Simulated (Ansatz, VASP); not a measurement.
## Fe: VASP beside Ansatz

```
Fe
1.0
    -1.43325    1.43325    1.43325
     1.43325   -1.43325    1.43325
     1.43325    1.43325   -1.43325
Fe
1
Direct
  0.00000 0.00000 0.00000
```

Alike in both runs: task relaxation of cell and atoms; functional BLYP; k mesh 15 × 15 × 15; occupations fermi-dirac, width 0.1 eV; no spin polarisation.

|  | VASP | Ansatz |
| --- | --- | --- |
| version | VASP 6.6.1 | Ansatz 0.2.0 |
| potentials or method | VASP PAW PBE potentials, release 64 (Fe) | plane waves (420 eV) with PAW, scalar-relativistic |
| plane-wave cutoff (eV) | 600 | 420 |
| valence electrons in the cell | 8 | 16 |

VASP gave:

- relaxed volume (Å³/atom): 10.97
- relaxed cell length with the largest relative difference (Å): 2.424
- energy change over the relaxation (meV/atom): -37

**Question.** What did Ansatz give for the same quantities?

**Answer.** Relaxed volume (Å³/atom): 10.97; relaxed cell length with the largest relative difference (Å): 2.424; energy change over the relaxation (meV/atom): -38.

The two sets of potentials don't hold the same shells in valence.

Caveats: the PAW data sets were made with another functional, which shifts forces and pressure a little (VASP); the run has no spin polarisation, though such a crystal can be magnetic. Spin polarisation is off, so any magnetic state and its effect on volume and gap are missing.
